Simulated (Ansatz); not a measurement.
## TiO2: hydrostatic pressure series

Method: Ansatz, DFT PBE, scalar-relativistic, plane waves, PAW. Settings: 420 eV cutoff, 6×6×10 k-mesh, Gaussian smearing of 0.02 eV, no spin polarisation.

The relaxed crystal:

```xyz
6
Lattice="4.6433 0.0000 0.0000 0.0000 4.6433 0.0000 0.0000 0.0000 2.9639" Properties=species:S:1:pos:R:3 pbc="T T T"
Ti    2.3217    2.3217    0.0000
Ti    0.0000    0.0000    1.4819
O     3.2265    3.2265    1.4819
O     3.7385    0.9049    0.0000
O     0.9049    3.7385    0.0000
O     1.4168    1.4168    1.4819
```

Cell and atoms are relaxed at each pressure within the symmetry of the start, at zero temperature, so transitions that lower the symmetry aren't seen. The k-mesh given is that at zero pressure and may differ at others. a, b and c are the lengths of the cell vectors above. Gaps are Kohn–Sham gaps over the whole zone.

| P (GPa) | V (Å³/atom) | V/V0 | a (Å) | b (Å) | c (Å) |
| --- | --- | --- | --- | --- | --- |
| -2 | 10.76 | 1.010 | 4.663 | 4.663 | 2.969 |
| 0 | 10.65 | 1.000 | 4.643 | 4.643 | 2.964 |
| 2 | 10.55 | 0.990 | 4.625 | 4.625 | 2.959 |
| 5 | 10.41 | 0.977 | 4.599 | 4.599 | 2.952 |
| 10 | 10.19 | 0.957 | 4.561 | 4.561 | 2.940 |
| 20 | 9.83 | 0.923 | 4.496 | 4.496 | 2.917 |
| 40 | 9.26 | 0.870 | 4.394 | 4.394 | 2.879 |

What bulk modulus and pressure derivative fit these points?

A third-order Birch–Murnaghan fit gives B0 = 206 GPa and B0' = 4.8.

Which cell vector or vectors give way most up to 40 GPa?

a and b: the changes are a -5.4 %, b -5.4 %, c -2.9 %.

What does pressure do to the gap?

The gaps are 1.86 eV at -2 GPa, 1.86 eV at 0 GPa, 1.86 eV at 2 GPa, 1.87 eV at 5 GPa, 1.89 eV at 10 GPa, 1.94 eV at 20 GPa, 2.05 eV at 40 GPa.